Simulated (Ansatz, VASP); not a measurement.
**BP: VASP beside Ansatz**

INCAR

```
SYSTEM = BP
PREC     = Accurate       ! precision mode
ENCUT    = 520            ! plane-wave cutoff, eV
EDIFF    = 1E-7           ! SCF threshold, eV
ISMEAR   = -1             ! smearing method
SIGMA    = 0.05           ! smearing width, eV
LREAL    = .FALSE.        ! projectors in reciprocal space
LASPH    = .TRUE.         ! aspherical terms in the spheres
NELM     = 80             ! most SCF steps
ALGO     = Normal         ! electronic algorithm
ISIF     = 2              ! what is computed and relaxed
LWAVE    = .FALSE.        ! write WAVECAR
LCHARG   = .FALSE.        ! write CHGCAR
GGA      = PE             ! functional
NBANDS   = 11             ! bands
```

KPOINTS

```
regular mesh
0
G
  10 10 10
  0 0 0
```

POSCAR

```
BP
1.0
    0.0000000000      2.2226808807      2.2226808807
    2.2226808807      0.0000000000      2.2226808807
    2.2226808807      2.2226808807      0.0000000000
P B
1 1
Direct
    0.7500000000      0.7500000000      0.7500000000
    0.0000000000      0.0000000000      0.0000000000
```

Contents of input.yaml:

```yaml
crystal:
  lattice:
    - [0.0, 2.2226808807, 2.2226808807]
    - [2.2226808807, 0.0, 2.2226808807]
    - [2.2226808807, 2.2226808807, 0.0]
  atoms:
    - { symbol: P, position: [0.75, 0.75, 0.75] }
    - { symbol: B, position: [0.0, 0.0, 0.0] }
hamiltonian:
  xc: pbe
  pseudopotentials: { kind: paw }
kpoints:
  mp_grid: { grid: [10, 10, 10] }
scf:
  occupations: { method: fermi_dirac, width: 0.05 }
output:
  forces: true
  stress: true
  eigenvalues: true
```

Change from the starting cell: volume scaled by 0.94.

Alike in both runs: task single point; functional PBE; k mesh 10 × 10 × 10; occupations fermi-dirac, width 0.05 eV; no spin polarisation.

|  | VASP | Ansatz |
| --- | --- | --- |
| version | VASP 6.6.1 | Ansatz 0.2.0 |
| potentials or method | VASP PAW PBE potentials, release 64 (P, B) | Ansatz PAW |
| plane-wave cutoff (eV) | 520 | 420 |
| valence electrons in the cell | 8 | 8 |

VASP gave:

```
gap on the k mesh at the Fermi level (eV) : 1.15
least direct gap on the mesh (eV)         : 3.50
pressure (GPa)                            : 12.4
```

Task: Which values does Ansatz return?

Result: gap on the k mesh at the Fermi level (eV): 1.16; least direct gap on the mesh (eV): 3.50; pressure (GPa): 12.7.

A k mesh can miss the band edges.
